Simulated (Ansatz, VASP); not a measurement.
# TaC2: VASP beside Ansatz

```
Ta C
1.0
     3.22391    0.00000    0.00000
    -1.61195    2.79199    0.00000
     0.00000    0.00000    5.47069
Ta C
1 2
Direct
  0.00000 0.00000 0.00000
  0.33333 0.66667 0.19607
  0.66667 0.33333 0.80393
```

Change from the starting cell: species swapped into the TiSe2 type (P-3m1, No. 164).

Alike in both runs: functional PBE; k mesh 6 × 6 × 4; occupations gaussian, width 0.1 eV; no spin polarisation.

Ansatz relaxed the structure, and its values are those at the end. VASP's run is a single point on that final structure, the one shown.

|  | VASP | Ansatz |
| --- | --- | --- |
| version | VASP 6.6.1 | Ansatz 0.2.0 |
| potentials or method | VASP PAW PBE potentials, release 64 (Ta_pv, C) | scalar-relativistic, plane waves, PAW |
| plane-wave cutoff (eV) | 520 | 420 |
| valence electrons in the cell | 19 | 21 |

```csv
,VASP,Ansatz,Ansatz less VASP
gap on the k mesh at the Fermi level (eV),none,none,-
pressure (GPa),0.5,0.1,-0.36
rms of the force components (eV/Å),0.030,0.010,-0.0200
```

A gap of «none» marks a metal or a gap that the smearing closes. The functional is the same, so the differences come from potentials, cutoffs and numerics. The two sets of potentials don't hold the same shells in valence.

Caveats: the k mesh is coarse (spacing up to 0.38 Å⁻¹), so the values aren't converged; this functional lacks dispersion, which binds the layers, so the pressure and a relaxed spacing across them are unreliable. Spin-orbit coupling is left out, which matters for the levels of Ta.
